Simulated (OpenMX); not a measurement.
LiF (Griceite):

```xyz
2
Lattice="0.0000 2.0140 2.0140 2.0140 0.0000 2.0140 2.0140 2.0140 0.0000" Properties=species:S:1:pos:R:3 pbc="T T T"
F     2.0140    2.0140    2.0140
Li    0.0000    0.0000    0.0000
```

Base run:

```yaml
Program: OpenMX 3.8.5
Functional: PBE
Potentials_or_basis: OpenMX 2013 PBE set, F6.0-s2p2d1, Li8.0-s3p2, grid cutoff 400 Ry
k_mesh: 11 × 11 × 11
Occupations: fermi-dirac, width 0.05 eV
Spin: no spin polarisation
```

Its results: band gap on the k mesh 8.99 eV, direct; pressure 3.0 GPa.

Question: The run is repeated on the same cell with these changes: functional from PBE to LDA; potentials or basis from OpenMX 2013 PBE set, F6.0-s2p2d1, Li8.0-s3p2, grid cutoff 400 Ry to OpenMX 2013 LDA set, F6.0-s2p2d1, Li8.0-s3p2, grid cutoff 400 Ry. What comes out?

Answer: Band gap on the k mesh 8.78 eV, direct; pressure -5.3 GPa.

Caveats: the basis of atomic orbitals isn't converged, which shifts pressures, moduli and gaps.
